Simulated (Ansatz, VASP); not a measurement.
CoO in VASP and in Ansatz

INCAR

```
SYSTEM = CoO
  PREC = Accurate
  ENCUT = 520
  EDIFF = 1E-6
  ISMEAR = -1
  SIGMA = 0.05
  LREAL = .False.
  LASPH = .True.
  NELM = 150
  ALGO = Normal
  ISIF = 2
  LWAVE = .False.
  LCHARG = .False.
  ISPIN = 2
  MAGMOM = 2 0
  LORBIT = 11
  LMAXMIX = 4
  GGA = PE
  NBANDS = 18
```

KPOINTS

```
Automatic mesh
0
Gamma
  10 10 10
  0 0 0
```

POSCAR

```
CoO
1.0
    1.6022198417      0.9250420569      2.5664708903
   -1.6022198417      0.9250420569      2.5664708903
    0.0000000000     -1.8500841138      2.5664708903
Co O
1 1
Direct
    0.9989783200      0.9989783200      0.9989783200
    0.7510210300      0.7510210300      0.7510210300
```

Contents of input.yaml:

```yaml
crystal:
  lattice:
    - [1.6022198417, 0.9250420569, 2.5664708903]
    - [-1.6022198417, 0.9250420569, 2.5664708903]
    - [0.0, -1.8500841138, 2.5664708903]
  atoms:
    - { symbol: Co, position: [0.99897832, 0.99897832, 0.99897832], spin: 2.0 }
    - { symbol: O, position: [0.75102103, 0.75102103, 0.75102103] }
hamiltonian:
  xc: pbe
  pseudopotentials: { kind: paw }
magnetization:
  spin_polarized: true
kpoints:
  mp_grid: { grid: [10, 10, 10] }
  band_path:
    path:
      - [[0.0, 0.0, 0.0], [0.5, 0.0, 0.0], [0.5, 0.2532748666, -0.2532748666]]
      - [[0.7467251334, 0.5, 0.2532748666], [0.5, 0.5, 0.5], [0.0, 0.0, 0.0], [0.3766374333, 0.0, -0.3766374333]]
      - [[0.6233625667, 0.3766374333, 0.0], [0.5, 0.5, 0.0], [0.6233625667, 0.6233625667, 0.2532748666], [0.5, 0.5, 0.5]]
      - [[0.5, 0.0, 0.0], [0.7467251334, 0.3766374333, 0.3766374333]]
    npoints: 14
scf:
  occupations: { method: fermi_dirac, width: 0.05 }
  n_extra_bands: 6
output:
  forces: true
  stress: true
  eigenvalues: true
  fatbands: false
```

Measurements of this composition are mostly on another form, of space group No. 225.

Alike in both runs: functional PBE; k mesh 10 × 10 × 10; occupations fermi-dirac, width 0.05 eV; collinear spin.

```csv
,VASP,Ansatz
version,VASP 6.6.1,Ansatz 0.2.0
potentials or method,"VASP PAW PBE potentials, release 64 (Co, O)",Ansatz PAW
plane-wave cutoff (eV),520,420
valence electrons in the cell,15,23
task,single point,band structure
```

Ansatz gave:

```
gap on the k mesh at the Fermi level (eV)                     : none
pressure (GPa)                                                : -0.1
largest component of the traceless stress (GPa)               : 3.56
rms of the force components (eV/Å)                            : 0.150
net moment per atom (μB)                                      : 1.38
size of the moment on the site where the two differ most (μB) : 2.20
```

Task: Estimate VASP's values.

Result: gap on the k mesh at the Fermi level (eV): none; pressure (GPa): -0.3; largest component of the traceless stress (GPa): 3.58; rms of the force components (eV/Å): 0.152; net moment per atom (μB): 1.37; size of the moment on the site where the two differ most (μB): 2.36.

Site moments also hang on the region over which each program counts them. Atom by atom the forces differ by 0.001 eV/Å (rms over components). A gap of «none» marks a metal or a gap that the smearing closes. The functional is the same, so the differences come from potentials, cutoffs and numerics. The two sets of potentials don't hold the same shells in valence.

Caveats: a cell with one magnetic atom can't hold antiferromagnetic order, which such compounds often take; semilocal functionals often make such compounds metallic where correlation or magnetic order opens a gap, which also shifts bond lengths; the pressure holds a Pulay correction of +0.7 GPa for the finite cutoff (Ansatz).
